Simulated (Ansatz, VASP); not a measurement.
Ge in VASP and in Ansatz

```
Ge
1.0
     6.03476    0.00000    0.00000
    -2.01159    5.68963    0.00000
    -2.01159   -2.84481    4.92736
Ge
8
Direct
  0.29890 0.29890 0.29890
  0.00000 0.20110 0.50000
  0.20110 0.50000 0.00000
  0.50000 0.00000 0.20110
  0.70110 0.70110 0.70110
  0.00000 0.79890 0.50000
  0.79890 0.50000 0.00000
  0.50000 0.00000 0.79890
```

This isn't the form of Ge at room conditions, which is diamond.

Alike in both runs: task single point; functional PBE; k mesh 6 × 6 × 6; occupations gaussian, width 0.1 eV; no spin polarisation.

```csv
,VASP,Ansatz
version,VASP 6.6.1,Ansatz 0.2.0
potentials or method,"VASP PAW PBE potentials, release 64 (Ge_d)",Ansatz PAW
plane-wave cutoff (eV),520,420
valence electrons in the cell,112,112
```

|  | VASP | Ansatz | Ansatz less VASP |
| --- | --- | --- | --- |
| gap on the k mesh at the Fermi level (eV) | none | none | - |
| pressure (GPa) | 2.9 | 2.9 | +0.04 |
| rms of the force components (eV/Å) | 0.148 | 0.150 | +0.0023 |

A gap of «none» marks a metal or a gap that the smearing closes. One of these differences is far larger than is usual between the two programs; its cause wasn't traced.
